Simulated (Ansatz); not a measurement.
Wires are cut from relaxed bulk InAs (F-43m, 29.59 Å³/atom, gap on the mesh 0.00 eV); atoms and period are relaxed, and energies count from that bulk. Caps count from half an H2 molecule.

Computed with DFT PBE, scalar-relativistic, plane waves, PAW in Ansatz 0.2.0.

Cutoff 420 eV; k points 1×1×12 on the computed 20-atom cell (Γ-centred); Gaussian smearing, width 0.05 eV; no spin polarisation.

Start ([110] wire, 10 host atoms a period with H caps):

```xyz
20
Lattice="18.4000 0.0000 0.0000 0.0000 18.9000 0.0000 0.0000 0.0000 4.3744" Properties=species:S:1:pos:R:3 pbc="T T T"
In   10.2936   10.1598    0.0000
As   10.2936   11.7064    2.1872
As   10.2936    5.5200    2.1872
In    8.1064   13.2529    2.1872
In    8.1064    7.0666    2.1872
As   12.4808    8.6132    0.0000
In   12.4808    7.0666    2.1872
As    8.1064    8.6132    0.0000
In    5.9192   10.1598    0.0000
As    5.9192   11.7064    2.1872
H    11.5347   12.5839    2.1872
H    10.2936    4.6425    0.9461
H    10.2936    4.6425    3.4283
H     8.1064   14.2575    3.6079
H     8.1064   14.2575    0.7665
H     6.6857    6.0620    2.1872
H    13.7219    9.4908    0.0000
H    13.9015    6.0620    2.1872
H     4.4985    9.1552    0.0000
H     4.6781   12.5839    2.1872
```

Question: Relax it.

Answer: The free energy falls by 42 meV/atom.

```
excess energy (eV per host atom) : 0.453
line energy (eV/Å)               : 1.006
period (Å)                       : 4.498
gap on the mesh (eV)             : 0.51
```

Relaxed structure:
```
CELL_PARAMETERS angstrom
18.40000 0.00000 0.00000
0.00000 18.90000 0.00000
0.00000 0.00000 4.49832
ATOMIC_POSITIONS crystal
In 0.55070 0.53345 0.00000
As 0.54657 0.61159 0.50000
As 0.56139 0.30985 0.50000
In 0.44251 0.71790 0.50000
In 0.42541 0.37377 0.50000
As 0.67092 0.45070 0.00000
In 0.69300 0.37478 0.50000
As 0.43338 0.45146 0.00000
In 0.31616 0.53893 0.00000
As 0.33756 0.61588 0.50000
H 0.62248 0.64441 0.50000
H 0.56494 0.25543 0.25063
H 0.56494 0.25543 0.74937
H 0.44713 0.75743 0.84801
H 0.44713 0.75743 0.15199
H 0.36124 0.30619 0.50000
H 0.73463 0.50233 0.00000
H 0.76838 0.31955 0.50000
H 0.23497 0.49131 0.00000
H 0.26680 0.65826 0.50000
```

Each run keeps its start's symmetry and one magnetic start, so lower states can exist.

Time: 7.5 min on 4 threads of Arm Neoverse V1, with other jobs on the host, peak memory 3.3 GiB.